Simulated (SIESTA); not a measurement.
Runs of SIESTA 5.4.2 on SnSe. It takes space group Pnma (No. 62, orthorhombic). The conventional cell has a = 11.420 Å, b = 4.190 Å, c = 4.460 Å, α = 90.00°, β = 90.00°, γ = 90.00°. Sn (site symmetry m) has 3 Se at 2.69 to 2.83 Å as nearest neighbours. Se (site symmetry m) has 3 Sn at 2.69 to 2.83 Å as nearest neighbours. 

```csv
level,potentials or basis,spin,k mesh,gap on the mesh (eV),pressure (GPa),largest force (eV/Å)
PBE,"PseudoDojo 0.4 standard (PBE files, fully relativistic), TZP (energy shift 0.003 Ry; two zetas on semicore shells)","non-collinear, zero start, SOC",2 × 4 × 4,-,3.7,(c)
PBE,"PseudoDojo 0.4 standard (PBE files), DZP (energy shift 0.003 Ry; two zetas on semicore shells)",off,3 × 6 × 6,0.55,(b),0.73
PBE,"PseudoDojo 0.4 standard (PBE files), SZ (energy shift 0.003 Ry)",off,3 × 6 × 6,0.66,9.3,1.57
PBE,"PseudoDojo 0.4 standard (PBE files), TZP (energy shift 0.003 Ry; two zetas on semicore shells)",off,3 × 6 × 6,(a),3.7,0.63
LDA,"PseudoDojo 0.4 standard (LDA files), DZP (energy shift 0.003 Ry; two zetas on semicore shells)",off,3 × 6 × 6,0.49,-0.5,(d)
```

Alike in all rows: task band structure; cell as given; smearing fermi-dirac 0.05 eV; grid cutoff 500 Ry; energy shift 0.003 Ry.

**Question.** Estimate the missing entries.

**Answer.** (a) 0.53; (b) 4.0; (c) 0.60; (d) 0.53.

Caveats: the basis of atomic orbitals isn't converged, which shifts pressures, moduli and gaps; spin-orbit coupling is left out, which moves the levels of the heavy elements (some runs); the basis has no polarisation orbitals (some runs); forces of over 1 eV/Å show positions far from the minimum, so gaps and moduli don't describe the material at rest (some runs).

A k mesh can miss the band edges, and rows without SOC leave out spin-orbit coupling on Se, Sn.
